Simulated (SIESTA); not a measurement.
Runs of SIESTA 5.4.2 on As. The structure is orthorhombic, space group Cmce (No. 64). The conventional cell has a = 3.650 Å, b = 11.000 Å, c = 4.470 Å, α = 90.00°, β = 90.00°, γ = 90.00°. Around As (site symmetry m) lie 3 As at 2.48 to 2.49 Å. This isn't the form of As at room conditions, which is rhombohedral.

```tsv
task	level	potentials or basis	cell	gap on the mesh (eV)	pressure (GPa)	V0 of scaled cells (Å³/atom)	B0 (GPa)	largest force (eV/Å)
single point	PBE	PseudoDojo 0.4 standard (PBE files), DZP (energy shift 0.003 Ry; two zetas on semicore shells)	as given	0.02	(b)	-	-	0.60
equation of state	PBEsol	PseudoDojo 0.4 standard (PBEsol files), DZP (energy shift 0.003 Ry; two zetas on semicore shells)	as given	-	-	23.18	64	-
single point	PBE	PseudoDojo 0.4 standard (PBE files), DZP (energy shift 0.003 Ry; two zetas on semicore shells)	atoms moved at random, drawn with an rms of 0.05 Å	none	4.5	-	-	0.60
equation of state	LDA	PseudoDojo 0.4 standard (LDA files), DZP (energy shift 0.003 Ry; two zetas on semicore shells)	as given	-	-	22.65	(a)	-
```

Alike in all rows: no spin polarisation; k mesh 8 × 8 × 6; smearing fermi-dirac 0.05 eV; grid cutoff 500 Ry; energy shift 0.003 Ry.

Q: Fill in the values left out.

A: (a) 67; (b) 5.6.

Caveats: the basis of atomic orbitals isn't converged, which shifts pressures, moduli and gaps; the cell was scaled at fixed shape and fractional positions, which overstates the stiffness of a crystal with free parameters, most of all of layers and chains (some runs).

A k mesh can miss the band edges, and the runs leave out spin-orbit coupling on As.

A gap of «none» marks a metal or a gap under the smearing width.
